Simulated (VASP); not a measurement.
**SnO: single point with PBE+D3(BJ)**

SnO:

```
Sn O
1.0
     3.35500    0.00000    0.00000
     0.00000    5.67410    0.00000
     0.00000    0.00000    4.22197
Sn O
2 2
Cartesian
  0.0000 1.3159 2.1665
  1.6775 4.3582 0.0555
  0.0000 5.0570 3.1110
  1.6775 0.6171 1.0000
```

The cell comes from a database or a generator and needn't be the stable form of this composition.

```yaml
Program: VASP 6.6.1
Task: single point
Functional: PBE
Dispersion: D3(BJ)
Potentials_or_basis: VASP PAW PBE potentials, release 64 (Sn_d, O)
Cutoff: 520 eV
k_mesh: 8 × 6 × 6
Occupations: gaussian, width 0.05 eV
Spin: no spin polarisation
```

```yaml
Pressure: -1.1 GPa
Largest_force: 0.065 eV/Å
Band_gap_on_the_k_mesh: 1.40 eV, indirect (least direct gap 2.04 eV)
Dispersion_energy_per_atom: -0.206 eV
```

Forces in eV/Å, atoms in the order of the input:
```
Sn   0.000 -0.032  0.004
Sn   0.000  0.032  0.004
O    0.000  0.065 -0.004
O    0.000 -0.065 -0.004
```

Stress tensor (GPa, compression positive):
```
-1.28  0.00  0.00
 0.00 -0.92  0.00
 0.00  0.00 -1.18
```

Levels at points of the mesh, in eV from the valence-band top:
| k point | band 17 | band 18 | band 19 | band 20 | band 21 | band 22 | band 23 | band 24 |
| --- | --- | --- | --- | --- | --- | --- | --- | --- |
| (0.00, 0.00, 0.00) | -3.46 | -2.62 | -2.03 | 0.00 | 2.68 | 3.18 | 5.91 | 5.91 |
| (0.50, 0.00, 0.00) | -2.56 | -2.56 | -1.24 | -1.24 | 2.60 | 2.60 | 5.53 | 5.53 |
| (0.00, 0.50, 0.00) | -3.76 | -2.64 | -1.58 | -1.36 | 3.36 | 3.91 | 4.86 | 5.07 |
| (0.50, 0.50, 0.00) | -2.63 | -2.63 | -0.89 | -0.89 | 1.89 | 1.89 | 6.27 | 6.27 |
| (0.00, 0.00, 0.50) | -3.17 | -3.17 | -1.65 | -1.65 | 2.69 | 2.69 | 5.23 | 5.23 |
| (0.50, 0.00, 0.50) | -3.12 | -3.12 | -1.07 | -1.07 | 2.10 | 2.10 | 4.63 | 4.63 |
| (0.00, 0.50, 0.50) | -2.89 | -2.89 | -1.50 | -1.50 | 1.93 | 1.93 | 6.01 | 6.01 |
| (0.50, 0.50, 0.50) | -3.40 | -3.40 | -0.43 | -0.43 | 2.43 | 2.43 | 4.17 | 4.17 |

It took 110 s on 1 thread of Intel(R) Xeon(R) 6975P-C (Granite Rapids), with other jobs on the host, peak memory 0.29 GiB.

Caveat: spin-orbit coupling is left out, which moves the levels of the heavy elements. A k mesh can miss the band edges.
